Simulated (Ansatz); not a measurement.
## ZnO: an elastic constant from a strain scan

Computed with DFT PBE+D3(BJ), scalar-relativistic, plane waves, PAW (Ansatz 0.2.0). Cutoff 420 eV, Γ-centred 12×12×6 k-points, Gaussian smearing of 0.05 eV. No spin polarisation. Energies are free energies at this smearing, counted from the undisturbed cell; pressure is positive in compression.

Reference structure (relaxed at this level; this form isn't the usual structure):

```xyz
4
Lattice="3.2663 0.0000 0.0000 -1.6331 2.8287 0.0000 0.0000 0.0000 6.1688" Properties=species:S:1:pos:R:3 pbc="T T T"
Zn    0.0000    0.0000    4.6266
Zn    0.0000    0.0000    1.5422
O     0.0000    1.8858    1.5422
O     1.6331    0.9429    4.6266
```

The cell is strained by ε times the Voigt pattern (1, -1, 0, 0, 0, 0) (xx, yy, zz, yz, xz, xy; engineering shear) with fractional coordinates fixed. The cell holds 4 atoms in V0 = 57.00 Å³. The stress column is τ = (1/V0) dE/dε, got from the stress tensor σ (compression positive) at each point as −det(1 + εP) σ : P(1 + εP)⁻¹, with P the pattern as a tensor.

```
      ε  ΔE (meV/atom)  τ (GPa)
-0.0200          8.399   -9.381
-0.0150          4.740   -7.076
-0.0100          2.109   -4.747
-0.0050          0.527   -2.390
 0.0000          0.000    0.000
 0.0050          0.526    2.421
 0.0100          2.152    4.879
 0.0150          4.875    7.374
 0.0175          6.647    8.636
 0.0200              ?        ?
```

Question: Which combination of elastic constants does this scan measure, and how large is it?

Answer: For small ε, τ = τ0 + Kε with K = pᵀCp, which for this pattern is C11 + C22 − 2 C12 in the Cartesian frame shown. The parabola through τ at ε = -0.0050, 0 and 0.0050 has slope K = 481 GPa at zero. The energies per cell, E = NΔE, of the same two points give K = 2[E(ε₊)/ε₊ − E(ε₋)/ε₋]/[(ε₊ − ε₋)V0] = 474 GPa, in agreement. These are clamped-ion values.

Question: Predict the withheld row at ε = 0.0200 from the harmonic law, and compare.

Answer: ΔE = V0(τ0 ε + Kε²/2)/N = 8.557 meV/atom and τ = 9.62 GPa. The calculation gives 8.709 meV/atom and 9.91 GPa, a miss of 1.8 % of the harmonic energy, so the harmonic law still holds here.

Forces appear on the atoms along this scan, and letting them relax would lower the energy and soften the response.

Cost: 10 runs of about 0.6 core-minutes in all, on AMD EPYC 9R45 (Zen 5) (shared hosts).